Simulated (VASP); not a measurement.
# H in VASP: single point with PBE+D3(BJ)

Aim: the single point of H with PBE+D3(BJ).

All numbers are computed with VASP 6.6.1; they aren't measurements. Logs are shortened: lines on timing, memory, paths and dates and some standing lists are left out, and cuts for length are marked.

## 1. The crystal as given

The cell holds a molecule_in_box, 1 atom: a = 14.000 Å, b = 14.500 Å, c = 15.000 Å, α = 90.00°, β = 90.00°, γ = 90.00°.

## 2. Single point, PBE+D3(BJ), collinear spin, ferromagnetic start

Contents of INCAR:

```
  PREC = Accurate
  ENCUT = 450
  EDIFF = 1E-7
  ISMEAR = 0
  SIGMA = 0.005
  LREAL = False
  LASPH = True
  NELM = 200
  ALGO = Normal
  ISIF = 2
  LWAVE = False
  LCHARG = False
  ISPIN = 2
  MAGMOM = 1
  LORBIT = 11
  GGA = PE
  IVDW = 12
  NBANDS = 10
  AMIX = 0.2
  BMIX = 1E-4
  AMIX_MAG = 0.8
  BMIX_MAG = 1E-4
  ISYM = 0
```

Contents of KPOINTS:

```
regular mesh
0
Gamma
  1 1 1
```

Contents of POSCAR:

```
H
1.0
   14.0000000000      0.0000000000      0.0000000000
    0.0000000000     14.5000000000      0.0000000000
    0.0000000000      0.0000000000     15.0000000000
H
1
Direct
    0.5000000000      0.5000000000      0.5000000000
```

Potentials or basis: VASP PAW PBE potentials, release 64 (H).

The run is started by

```
cat potpaw_PBE.64/H/POTCAR > POTCAR
mpirun -np 2 vasp_gam > vasp.out
```

OUTCAR:

```text
PREC = Accurate
   ENCUT = 450
   EDIFF = 1E-7
   ISMEAR = 0
   LREAL = False
   LASPH = True
   NELM = 200
   ISIF = 2
   ISPIN = 2
   LORBIT = 11
   GGA = PE
   IVDW = 12
   AMIX = 0.2
   AMIX_MAG = 0.8
   ISYM = 0
 IVDW          = 12

 ion  position               nearest neighbor table
   1  0.500  0.500  0.500-

IMPORTANT INFORMATION: All symmetrisations will be switched off!
NOSYMM: (Re-)initialisation of all symmetry stuff for point group C_1.

----------------------------------------------------------------------------------------

                                     Primitive cell

  volume of cell :    3045.0000

  direct lattice vectors                    reciprocal lattice vectors
    14.000000000  0.000000000  0.000000000     0.071428571  0.000000000  0.000000000
     0.000000000 14.500000000  0.000000000     0.000000000  0.068965517  0.000000000
     0.000000000  0.000000000 15.000000000     0.000000000  0.000000000  0.066666667

  length of vectors
    14.000000000 14.500000000 15.000000000     0.071428571  0.068965517  0.066666667

  position of ions in fractional coordinates (direct lattice)
     0.500000000  0.500000000  0.500000000

  ion indices of the primitive-cell ions
   primitive index   ion index
                 1           1

----------------------------------------------------------------------------------------

 KPOINTS: regular mesh

Automatic generation of k-mesh.
 Grid dimensions read from file:
 generate k-points for:    1    1    1

 Generating k-lattice:

  Cartesian coordinates                     Fractional coordinates (reciprocal lattice)
     0.071428571  0.000000000  0.000000000     1.000000000  0.000000000  0.000000000
     0.000000000  0.068965517  0.000000000     0.000000000  1.000000000  0.000000000
     0.000000000  0.000000000  0.066666667     0.000000000  0.000000000  1.000000000

  Length of vectors
     0.071428571  0.068965517  0.066666667

  Shift w.r.t. Gamma in fractional coordinates (k-lattice)
     0.000000000  0.000000000  0.000000000

 Subroutine IBZKPT returns following result:
 ===========================================

 Found      1 irreducible k-points:

 Following reciprocal coordinates:
            Coordinates               Weight
  0.000000  0.000000  0.000000      1.000000
   k-points           NKPTS =      1   k-points in BZ     NKDIM =      1   number of bands    NBANDS=     10
   number of dos      NEDOS =    301   number of ions     NIONS =      1
   total plane-waves  NPLWV = ******
   dimension x,y,z NGX =    98 NGY =  100 NGZ =  108
   dimension x,y,z NGXF=   196 NGYF=  200 NGZF=  216
   ions per type =               1
   NGX,Y,Z   is equivalent  to a cutoff of  11.64, 11.47, 11.97 a.u.
   NGXF,Y,Z  is equivalent  to a cutoff of  23.27, 22.93, 23.94 a.u.
 SYSTEM =  unknown system
   PREC   = accura    normal or accurate (medium, high low for compatibility)
   ISTART =      0    job   : 0-new  1-cont  2-samecut
   ICHARG =      2    charge: 1-file 2-atom 10-const
   ISPIN  =      2    spin polarized calculation?
   LNONCOLLINEAR =      F non collinear calculations
   LSORBIT =      F    spin-orbit coupling
   LASPH  =      T    aspherical Exc in radial PAW
   ENCUT  =  450.0 eV  33.07 Ry    5.75 a.u.  24.22 25.08 25.95*2*pi/ulx,y,z
   NELM   =    200;   NELMIN=  2; NELMDL= -5     # of ELM steps
   EDIFF  = 0.1E-06   stopping-criterion for ELM
   LREAL  =      F    real-space projection
   EDIFFG = 0.1E-05   stopping-criterion for IOM
   NSW    =      0    number of steps for IOM
   IBRION =     -1    ionic relax: 0-MD 1-quasi-New 2-CG
   NFREE  =      0    steps in history (QN), initial steepest desc. (CG)
   ISIF   =      2    stress and relaxation
   ISYM   =      0    0-nonsym 1-usesym 2-fastsym
   POTIM  = 0.5000    time-step for ionic-motion
   TEBEG  =    0.0;   TEEND  =   0.0 temperature during run
   PSTRESS=    0.0 pullay stress
   NELECT =       1.0000    total number of electrons
   NUPDOWN=      -1.0000    fix difference up-down
   EMIN   =  10.00;   EMAX   =-10.00  energy-range for DOS
   EFERMI =   0.00;   METHOD = LEGACY
   ISMEAR =     0;   SIGMA  =   0.01  broadening in eV -4-tet -1-fermi 0-gaus
   EFERMI_NEDOS =   21; number of points for ismear=-14 and -15
   IALGO  =     38    algorithm
   IMIX   =      4    mixing-type and parameters
     AMIX     =   0.20;   BMIX     =  0.00
     AMIX_MAG =   0.80;   BMIX_MAG =  0.00
  volume/ion in A,a.u.               =    3045.00     20548.67
  Fermi-wavevector in a.u.,A,eV,Ry     =   0.112948  0.213441  0.173573  0.012757
  Thomas-Fermi vector in A             =   0.716627
   LORBIT       =     11    0 simple, 1 ext, 2 COOP (PROOUT), +10 PAW based schemes
   GGA     = PE    functional components
   LHFCALC =     F    Hartree Fock is set to
   AEXX    =    0.0000 exact exchange contribution
   IVDW    =    12    specifies the selected vdW correction
   LEPSILON=     F    determine dielectric tensor
   LRPA    =     F    only Hartree local field effects (RPA)
 spin polarized calculation
 Gauss-broadening in eV      SIGMA  =   0.01
  energy-cutoff  :      450.00
  volume of cell :     3045.00
 maximum number of plane-waves:     33027
 NGX is ok and might be reduce to    98
   NGX = 49   NGY = 51   NGZ = 51

 number of electron       1.0000001 magnetization       1.0000001

 Free energy of the ion-electron system (eV)
  ---------------------------------------------------
  ext. energy  EPLUGINS =         0.00000000
  ---------------------------------------------------
  free energy    TOTEN  =        -1.11669999 eV

  energy without entropy =       -1.11669999  energy(sigma->0) =       -1.11669999

 E-fermi :  -7.5351     XC(G=0):  -0.0516

 val. band max:       -7.5842108765   @ k =   0.0000   0.0000   0.0000
 cond. band min:      -0.1192229690   @ k =   0.0000   0.0000   0.0000
 fundamental gap:      7.4649879074
 Fermi energy:        -7.5351160562

 spin component 1

 k-point     1 :       0.0000    0.0000    0.0000
  band No.  band energies     occupation
      1      -7.5842      1.00000
      2      -0.1192      0.00000
      3       0.3935      0.00000
      4       0.4197      0.00000
      5       0.4486      0.00000
      6       0.5147      0.00000
      7       0.6572      0.00000
      8       0.7096      0.00000
      9       1.0136      0.00000
     10       1.0335      0.00000
 Fermi energy:        -7.5351160562

 spin component 2

 k-point     1 :       0.0000    0.0000    0.0000
  band No.  band energies     occupation
      1       0.0251      0.00000
      2       0.6815      0.00000
      3       0.6900      0.00000
      4       0.7288      0.00000
      5       0.7435      0.00000
      6       0.7811      0.00000
      7       0.8273      0.00000
      8       1.3990      0.00000
      9       1.4004      0.00000
     10       1.4103      0.00000

------------------------ aborting loop because EDIFF is reached ----------------------------------------

 Edisp (eV)   -0.00000

 E8    (eV) :    -0.0000

  FORCE on cell =-STRESS in cart. coord.  units (eV):
  Direction    XX          YY          ZZ          XY          YZ          ZX
  --------------------------------------------------------------------------------------
  -------------------------------------------------------------------------------------
  Total      -0.02496    -0.02512    -0.02498     0.00000    -0.00000    -0.00000
  in kB      -0.01313    -0.01322    -0.01315     0.00000    -0.00000    -0.00000
  external pressure =       -0.01 kB  Pullay stress =        0.00 kB

 VOLUME and BASIS-vectors are now :
 -----------------------------------------------------------------------------
  energy-cutoff  :      450.00
  volume of cell :     3045.00
      direct lattice vectors                 reciprocal lattice vectors
    14.000000000  0.000000000  0.000000000     0.071428571  0.000000000  0.000000000
     0.000000000 14.500000000  0.000000000     0.000000000  0.068965517  0.000000000
     0.000000000  0.000000000 15.000000000     0.000000000  0.000000000  0.066666667

 POSITION                                       TOTAL-FORCE (eV/Angst)
 -----------------------------------------------------------------------------------
      7.00000      7.25000      7.50000        -0.000001     -0.000000      0.000002
 -----------------------------------------------------------------------------------
    total drift:                               -0.000001     -0.000000      0.000002

  FREE ENERGIE OF THE ION-ELECTRON SYSTEM (eV)
  ---------------------------------------------------
  free  energy   TOTEN  =        -1.1167020103 eV

  energy  without entropy=       -1.1167020103  energy(sigma->0) =       -1.11670201

 total charge

# of ion       s       p       d       tot
------------------------------------------
    1        0.380   0.000   0.000   0.380

 magnetization (x)

# of ion       s       p       d       tot
------------------------------------------
    1        0.380   0.000   0.000   0.380
```

Wall time 1.8 min (2 MPI ranks of Intel Xeon Platinum 8488C (Sapphire Rapids), shared host); peak memory 1.3 GiB.

Results:

- Free energy: -1.1167 eV
- Gap between the frontier levels: 7.46 eV
- Net moment: 1.00 μB per cell
- Site moments: H +0.38 μB
- Valence electrons inside the program's atomic spheres: H 0.38
- Dispersion energy per atom: 0.000 eV

 As with any semilocal functional, this PBE gap is likely too small.
